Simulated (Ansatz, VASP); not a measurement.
## One calculation of Sr2O, two programs

```xyz
3
Lattice="3.7893 0.0000 0.0000 -1.8946 3.2816 0.0000 0.0000 0.0000 30.0011" Properties=species:S:1:pos:R:3 pbc="T T T"
Sr    0.0000    2.1877    7.5046
Sr    1.8946    1.0939   10.4954
O     0.0000    0.0000    9.0000
```

Change from the starting cell: species swapped into a sheet of the MgI2 type.

Alike in both runs: functional PBE; k mesh 12 × 12 × 1; occupations gaussian, width 0.1 eV; no spin polarisation.

Ansatz relaxed the structure, and its values are those at the end. VASP's run is a single point on that final structure, the one shown.

```csv
,VASP,Ansatz
version,VASP 6.6.1,Ansatz 0.2.0
potentials or method,"VASP PAW PBE potentials, release 64 (Sr_sv, O)","scalar-relativistic, plane waves, PAW"
plane-wave cutoff (eV),520,420
valence electrons in the cell,26,26
```

Ansatz gave:

```
gap on the k mesh at the Fermi level (eV) : none
rms of the force components (eV/Å)        : 0.000
```

**Question.** What did VASP give for the same quantities?

**Answer.** gap on the k mesh at the Fermi level (eV): none; rms of the force components (eV/Å): 0.015.

A gap of «none» marks a metal or a gap that the smearing closes.
